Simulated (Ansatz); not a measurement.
**Band structure of BaTiO$_{3}$**

```yaml
crystal:
  lattice:
    - [3.99980, 0.00000, 0.00000]
    - [0.00000, 3.99980, 0.00000]
    - [0.00000, 0.00000, 4.01800]
  atoms:
    - { symbol: Ba, position: [0.00000, 0.00000, 0.00000] }
    - { symbol: Ti, position: [0.50000, 0.50000, 0.50000] }
    - { symbol: O, position: [0.50000, 0.50000, 0.00000] }
    - { symbol: O, position: [0.50000, 0.00000, 0.50000] }
    - { symbol: O, position: [0.00000, 0.50000, 0.50000] }
```

Atom numbers follow the list: Ba1, Ti2, O3, O4, O5.

Conventional cell: a = 4.000 Å, b = 4.000 Å, c = 4.018 Å, α = 90.00°, β = 90.00°, γ = 90.00°. Ba (atom 1) is surrounded by 12 O at 2.83 Å. Ti (atom 2) has 6 O at 2.00 to 2.01 Å as nearest neighbours. O (atom 3) is surrounded by 2 Ti at 2.01 Å. Around O (atom 4) lie 2 Ti at 2.00 Å.

The cell comes from COD entry 2100860, which wasn't checked; take it as a given geometry.

No spin–orbit coupling, which matters for the heavy atoms here.

These are results of DFT, PBEsol, all-electron LAPW, scalar-relativistic (Ansatz 0.2.0), not measurements.

Sampling and basis: a Γ-centred 7×7×7 k mesh, Fermi–Dirac smearing of 0.03 eV, basis error target 1 meV/atom, no spin polarisation.

Points in fractions of the reciprocal vectors of this cell: Γ (0, 0, 0), X (0, 0.5, 0), M (0.5, 0.5, 0), Z (0, 0, 0.5), R (0, 0.5, 0.5), A (0.5, 0.5, 0.5). The path joins them by straight lines in the order Γ–X–M–Γ–Z–R–A–Z–X; legs that retrace an earlier one aren't tabulated. Energies are in eV from the top of the valence band.

Problem. Is there a gap, and where are the band edges?

Solution. 1.75 eV, indirect from A (0.5, 0.5, 0.5) to Γ.

Problem. List the levels between -20 and 5 eV at the symmetry points.

Solution. 
Γ: -16.77, -16.09, -16.07, -9.81, -9.79 (×2), -2.30, -2.29 (×2), -1.14, -1.13 (×2), -0.12, -0.11 (×2), 1.75 (×2), 1.75, 3.96, 3.99
X: -17.00, -16.04, -15.78, -9.63, -9.61, -9.37, -4.01, -2.79, -2.76, -1.94, -1.91, -1.86 (×2), -0.69, -0.69, 1.88, 3.53 (×2), 3.97
M: -16.39, -16.02 (×2), -9.84 (×2), -9.41, -4.32, -4.08, -3.86, -2.71 (×2), -1.72, -0.82 (×2), -0.05, 3.55 (×2), 3.97, 4.79
Z: -17.02, -16.06, -15.77, -9.62 (×2), -9.37, -3.96, -2.77 (×2), -1.96, -1.91, -1.81 (×2), -0.69 (×2), 1.88, 3.49 (×2), 4.00
R: -16.42, -16.02, -16.02, -9.83 (×2), -9.40, -4.31, -4.05, -3.83, -2.69, -2.66, -1.72, -0.86 (×2), -0.06, 3.51, 3.55, 3.94, 4.83
A: -15.85 (×2), -15.83, -10.54 (×2), -10.52, -4.51, -3.84, -3.80, -2.39, -2.35 (×2), -0.01 (×2), 0.00, 4.19 (×2), 4.21
